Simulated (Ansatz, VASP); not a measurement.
SiC: VASP beside Ansatz

```
Si C
1.0
     3.07600    0.00000    0.00000
    -1.53800    2.66389    0.00000
     0.00000    0.00000    5.04800
Si C
2 2
Direct
  0.33333 0.66667 0.02080
  0.66667 0.33333 0.47920
  0.33333 0.66667 0.38014
  0.66667 0.33333 0.88986
```

Change from the starting cell: mode 6 (566.1 1/cm) frozen in, largest displacement +0.105 Å.

Alike in both runs: task single point; functional r2SCAN; k mesh 12 × 12 × 6; occupations gaussian, width 0.05 eV; no spin polarisation.

|  | VASP | Ansatz |
| --- | --- | --- |
| version | VASP 6.6.1 | Ansatz 0.2.0 |
| potentials or method | VASP PAW PBE potentials, release 64 (Si, C) | scalar-relativistic, plane waves, PAW |
| plane-wave cutoff (eV) | 520 | 500 |
| valence electrons in the cell | 16 | 16 |

VASP gave:

```
gap on the k mesh at the Fermi level (eV)       : 2.63
least direct gap on the mesh (eV)               : 4.15
pressure (GPa)                                  : 2.1
largest component of the traceless stress (GPa) : 0.05
rms of the force components (eV/Å)              : 1.448
```

Q: Estimate Ansatz's values.

A: gap on the k mesh at the Fermi level (eV): 2.62; least direct gap on the mesh (eV): 4.14; pressure (GPa): 2.3; largest component of the traceless stress (GPa): 0.08; rms of the force components (eV/Å): 1.453.

Atom by atom the forces differ by 0.006 eV/Å (rms over components).

Caveats: the PAW data sets were made with another functional, which shifts forces and pressure a little (VASP). A k mesh can miss the band edges.
